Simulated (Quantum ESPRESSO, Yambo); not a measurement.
# Quasiparticle gap of BeTe (F-43m) in Yambo, part 2 of 3

Wanted: ground state, empty states, screening and self-energy for BeTe (F-43m).

Quantum ESPRESSO 7.5 and Yambo 5.3.0; PBE and many-body steps on it, plane waves. Known limits of the many-body steps: not at the basis limit; no spin-orbit coupling.

So far. Step 2 (Ground state): The gap is indirect, with the least direct gap 1.62 eV higher. Step 3 (Bands along the symmetry lines): The gap is 2.027 eV, as in the run before at this level.

### 4. Empty states on the mesh, 6×6×6 mesh, 203 bands

Level of this step: DFT, PBE, plane waves, norm-conserving pseudopotentials (Quantum ESPRESSO).

The sums over transitions need many empty states on a uniform mesh; this step solves for them.

Input file pw.in:

```
&control
  calculation = 'nscf'
  prefix = 'x'
  outdir = 'o'
  pseudo_dir = 'pseudo'
/
&system
  ibrav = 0
  nat = 2
  ntyp = 2
  ecutwfc = 88.0
  nbnd = 203
  force_symmorphic = .true.
/
&electrons
  conv_thr = 1e-9
  electron_maxstep = 80
  diago_full_acc = .true.
  diago_thr_init = 5e-6
/
ATOMIC_SPECIES
  Be 9.012 Be.upf
  Te 127.6 Te.upf
CELL_PARAMETERS angstrom
  -0.0000000000 2.8314587876 2.8314587876
  2.8314587876 0.0000000000 2.8314587876
  2.8314587876 2.8314587876 0.0000000000
ATOMIC_POSITIONS crystal
  Be 0.0000000000 0.0000000000 0.0000000000
  Te 0.7500000000 0.7500000000 0.7500000000
K_POINTS automatic
  6 6 6 0 0 0
```

On the command line:

```
> OMP_NUM_THREADS=1 mpirun -n 4 pw.x -nk 4 -in pw.in > pw.out
```

The program printed:

```text
[banner, memory and clock lines left out]
Program PWSCF v.7.5 starts

     Atomic positions and unit cell read from directory:
     o/x.save/

     Message from routine setup:
     using ibrav=0 with symmetry is DISCOURAGED, use correct ibrav instead

     G-vector sticks info

     bravais-lattice index     =            0
     lattice parameter (alat)  =       7.5670  a.u.
     unit-cell volume          =     306.3778 (a.u.)^3
     number of atoms/cell      =            2
     number of atomic types    =            2
     number of electrons       =        28.00
     number of Kohn-Sham states=          203
     kinetic-energy cutoff     =      88.0000  Ry
     charge density cutoff     =     352.0000  Ry
     Exchange-correlation= PBE
                           (   1   4   3   4   0   0   0)

     celldm(1)=   7.567007  celldm(2)=   0.000000  celldm(3)=   0.000000
     celldm(4)=   0.000000  celldm(5)=   0.000000  celldm(6)=   0.000000

     crystal axes: (cart. coord. in units of alat)
               a(1) = (  -0.000000   0.707107   0.707107 )
               a(2) = (   0.707107   0.000000   0.707107 )
               a(3) = (   0.707107   0.707107   0.000000 )

     reciprocal axes: (cart. coord. in units 2 pi/alat)
               b(1) = ( -0.707107  0.707107  0.707107 )
               b(2) = (  0.707107 -0.707107  0.707107 )
               b(3) = (  0.707107  0.707107 -0.707107 )
     Pseudo is Norm-conserving, Zval =  4.0
     Generated using ONCVPSP code by D. R. Hamann
     Using radial grid of 1358 points,  4 beta functions with:
     Pseudo is Norm-conserving + core correction, Zval = 24.0
     Generated using ONCVPSP code by D. R. Hamann
     Using radial grid of 1294 points,  8 beta functions with:
     Be                4.00     9.01200     Be( 1.00)
     Te               24.00   127.60000     Te( 1.00)

     24 Sym. Ops. (no inversion) found

   Cartesian axes

     site n.     atom                  positions (alat units)
         1        Be     tau(   1) = (   0.0000000   0.0000000   0.0000000  )
         2        Te     tau(   2) = (   1.0606602   1.0606602   1.0606602  )

     number of k points=    16
                       cart. coord. in units 2pi/alat
        k(    1) = (   0.0000000   0.0000000   0.0000000), wk =   0.0092593
        k(    2) = (   0.1178511   0.1178511  -0.1178511), wk =   0.0740741
        k(    3) = (   0.2357023   0.2357023  -0.2357023), wk =   0.0740741
[...]
[... 4 further rows ...]
        k(   15) = (  -0.1178511  -0.3535534   0.5892557), wk =   0.2222222
        k(   16) = (  -0.7071068   0.2357023   0.0000000), wk =   0.1111111

     Dense  grid:    34327 G-vectors     FFT dimensions: (  45,  45,  45)

     The potential is recalculated from file :
     o/x.save/charge-density

     Starting wfcs are   15 randomized atomic wfcs +  188 random wfcs

     Band Structure Calculation

     End of band structure calculation

          k = 0.0000 0.0000 0.0000 (  4279 PWs)   bands (ev):

  -150.4588-100.4840-100.4840-100.4840 -91.9314 -27.7629 -27.7629 -27.7629
   -27.7508 -27.7508  -3.7514   8.4384   8.4384   8.4384  12.0832  12.0832
    12.0832  12.1482  16.7384  18.8475  18.8475  19.7142  19.7142  19.7142
    23.5682  31.5699  31.5699  31.5699  32.1122  32.1122  32.1122  35.7089
[...]
[... 14 further rows ...]
[...]
154.7735 154.7735 154.8106

          k = 0.1179 0.1179-0.1179 (  4285 PWs)   bands (ev):

  -150.4588-100.4840-100.4840-100.4840 -91.9314 -27.7621 -27.7621 -27.7620
[...]
[... 14 further rows ...]
[...]
149.9991 150.8410 150.8410

          k = 0.2357 0.2357-0.2357 (  4272 PWs)   bands (ev):

  -150.4588-100.4840-100.4840-100.4840 -91.9314 -27.7612 -27.7606 -27.7606
[...]
66.9013  66.9013  67.7222  67.7222  68.6669  69.8381  70.6237  70.6237
     [... 14 further rows ...]
   142.4704 142.9918 143.9262 143.9262 144.3509 144.3509 144.3854 145.5798
   145.5798 146.4409 146.8148

          k =-0.3536-0.3536 0.3536 (  4314 PWs)   bands (ev):

     [... further k-points ...]

     highest occupied, lowest unoccupied level (ev):     8.4384   10.4653

     XML data file, pseudopotentials, collected wavefunctions
```

Elapsed: 33 s, on 4 MPI ranks of Arm Neoverse V2, shared host; peak memory 0.5 GiB; 2.2 min of CPU time.

This step gave:

```yaml
gap: 2.027 eV
k_of_the_valence_top: 0, 0, 0
k_of_the_conduction_bottom: 0, -0.5, -0.5
least_direct_gap: 3.645 eV
k_points_computed: 16
lowest_point_of_the_top_converged_band_above_the_valence_top: 134.2868 eV
```

On this mesh the gap is 2.027 eV.

### 5. Conversion and set-up

This step: Yambo 5.3.0; conversion and set-up on PBE, plane waves, norm-conserving pseudopotentials.

The states are converted to the many-body program's format and the q mesh is built.

On the command line:

```
> (cd o/x.save; p2y > p2y.log; mv SAVE ../..); yambo > setup.log
```

The program printed:

```text
 Yambo, version 5.3.0

 [02] CORE Variables Setup
 =========================

  [02.01] Unit cells
  ==================

  Cell kind             :  FCC
  Atoms in the cell     :  Be  Te
  number of Be atoms    :  1
  number of Te atoms    :  1

  List of atomic masses
  Mass of Be    :  9.012000
  Mass of Te    :  127.6000

  List of atomic coordinates    : [cc]
  Be1       :  0.000000  0.000000  0.000000  order 1
  Te1       :  8.026022  8.026022  8.026022  order 2

  Alat factors          :  5.350682  5.350682  5.350682 [a.u.]
  Direct lattice volume :  306.3778 [a.u.]
  Direct lattice vectors:  A[ 1 ]  A[ 2 ]  A[ 3 ]
   A[ 1 ]: -0.000000  1.000000  1.000000  [iru]
  -0.000000  5.350682  5.350682  [cc]
   A[ 2 ]:  1.000000  0.000000  1.000000  [iru]
   5.350682  0.000000  5.350682  [cc]
   A[ 3 ]:  1.000000  1.000000  0.000000  [iru]
   5.350682  5.350682  0.000000  [cc]

  Recip. lattice volume :  0.809622 [a.u.]
  Recip. lattice vectors:  B[ 1 ]  B[ 2 ]  B[ 3 ]
   B[ 1 ]: -0.500000  0.500000  0.500000  [iku]
  -0.587139  0.587139  0.587139  [cc]
   B[ 2 ]:  0.500000 -0.500000  0.500000  [iku]
   0.587139 -0.587139  0.587139  [cc]
   B[ 3 ]:  0.500000  0.500000 -0.500000  [iku]
   0.587139  0.587139 -0.587139  [cc]

  [02.02] Symmetries
  ==================

  Inversion symmetry    : yes
  Spatial inversion     : no
  Inversion index       :  25
  K-space Time-reversal : yes
  Magnetic symmetries   : no
  Time-reversal derived K-space symmetries:   25   48
  Group table correct   : yes
  Symmetries units      :  [cc]

   [S  1]:   1.0000      0.11739E-16  0.11739E-16  0.11739E-16   1.0000     -0.11739E-16 -0.11739E-16 -0.11739E-16   1.0000
   [S  2]:  -1.0000     -0.11739E-16  0.11739E-16 -0.11739E-16  -1.0000     -0.11739E-16  0.11739E-16  0.11739E-16   1.0000
   [S  3]:  -1.0000      0.11739E-16 -0.11739E-16 -0.11739E-16   1.0000      0.11739E-16  0.11739E-16 -0.11739E-16  -1.0000
[...]
[S  9]:  0.11739E-16   1.0000      0.11739E-16 -0.11739E-16  0.11739E-16   1.0000       1.0000     -0.11739E-16 -0.11739E-16
   [S 10]:  0.11739E-16  -1.0000     -0.11739E-16 -0.11739E-16 -0.11739E-16  -1.0000       1.0000      0.11739E-16  0.11739E-16
     [... 36 further rows ...]
   [S*47]:   1.0000      0.11739E-16 -0.11739E-16  0.11739E-16 -0.11739E-16  -1.0000     -0.11739E-16   1.0000      0.11739E-16
   [S*48]:   1.0000     -0.11739E-16  0.11739E-16  0.11739E-16  0.11739E-16   1.0000     -0.11739E-16  -1.0000     -0.11739E-16

  [02.03] Reciprocal space
  ========================

  nG shells         :   342
  nG charge         :   34327
  nG WFs            :   5257
  nC WFs            :   4314
  G-vecs. in first 34 shells:  [ Number ]
     1    9   15   27   51   59   65   89  113
    137   169   181   229   259   283   307   331   339
    387   411   459   531   537   561   609   645   701
    725   749   821   869   893   941   965
  ...
[...]
==============================

  [X] === General ===
  [X] Electronic Temperature                        :  0.000000  0.000000 [eV K]
  [X] Bosonic    Temperature                        :  0.000000  0.000000 [eV K]
  [X] Finite Temperature mode                       : no
  [X] El. density                                   :  0.61673E+24 [cm-3]
  [X] Fermi Level                                   :  8.438418 [eV]

  [X] === Gaps and Widths ===
  [X] Conduction Band Min                           :  2.026900 [eV]
  [X] Valence Band Max                              :  0.000000 [eV]
  [X] Filled Bands                                  :  14
  [X] Empty Bands                                   :   15  203
  [X] Direct Gap                                    :  3.644779 [eV]
  [X] Direct Gap localized at k                     :  1
  [X] Indirect Gap                                  :  2.026900 [eV]
  [X] Indirect Gap between kpts                     :   1  13
  [X] Last valence band width                       :  3.002130 [eV]
  [X] 1st conduction band width                     :  2.492321 [eV]

  E @ K [ 1]:  [eV]
  -158.8972 -108.9224 -108.9224 -108.9224 -100.3698  -36.2013  -36.2013  -36.2013
   -36.189      -36.189      -12.190     -0.10604E-10 -0.87641E-11   0.0000       3.6448       3.6448
    3.64478   3.70977   8.30000  10.40909  10.40909  11.27577  11.27577  11.27577
[...]
occ @ K [ 1]
[...]
E @ K [ 2]:  [eV]
[...]
occ @ K [ 2]
[...]
E @ K [ 3]:  [eV]
[...]
occ @ K [ 3]
[...]
E @ K [ 8]:  [eV]
[...]
occ @ K [ 8]
[...]
E @ K [ 9]:  [eV]
[...]
occ @ K [ 9]
[...]
E @ K [10]:  [eV]
[...]
occ @ K [10]
[...]
E @ K [11]:  [eV]
[...]
occ @ K [11]
[...]
E @ K [12]:  [eV]
[...]
occ @ K [12]
[...]
E @ K [13]:  [eV]
[...]
occ @ K [13]
[...]
E @ K [14]:  [eV]
[...]
occ @ K [14]
[...]
E @ K [15]:  [eV]
[...]
occ @ K [15]
[...]
E @ K [16]:  [eV]
[...]
occ @ K [16]
[...]
0.000000  0.000000  0.000000  0.000000  0.000000  0.000000  0.000000  0.000000
   0.000000  0.000000  0.000000  0.000000  0.000000  0.000000  0.000000  0.000000

 [03] Transferred momenta grid and indexing
 ==========================================

 IBZ Q-points                                      :  16
 BZ  Q-points                                      :  216

 K/Q-points units:
 rlu = crystal or reduced units; cc = cartesian coordinates; iku = interal k-units

 Q [ 1]         [rlu]:  0.000000  0.000000  0.000000
 Q [ 2]         [rlu]: -0.51995E-17 -0.51995E-17  0.16667
 Q [ 3]         [rlu]: -0.10399E-16 -0.10399E-16  0.33333
[...]
Q [ 8]         [rlu]: -0.14756E-16  0.16667     -0.33333
 Q [ 9]         [rlu]:  0.10399E-16  0.16667     -0.16667
 Q [10]         [rlu]:  0.29714E-16  0.33333      0.33333
     [... 4 further rows ...]
 Q [15]         [rlu]:  0.166667  0.333333 -0.333333
 Q [16]         [rlu]:  0.166667 -0.500000 -0.333333

  [03.01] X indexes
  =================

   [03.01.01] Sigma indexes
   ========================

 [06] Game Over & Game summary
```

Run time: 2.6 s. Hardware: 1 MPI rank; peak memory 0.25 GiB.

[end of part 2 of 3]

[Paths, hosts, dates, memory and timing lines, banners, echoed tables and standing remarks are left out of the program output.]

[Logs are printed without paths, hosts, clocks, repeated set-up lines and the standing remarks that a program may print on its own settings, such as how far it seeks lower states.]

[Runs of the session that timed out or met a known fault of the program may be left out.]

[Hosts, paths, dates, database ids (printed as entryN), source tags and the programs' standing remarks are cut or masked in the printed files.]
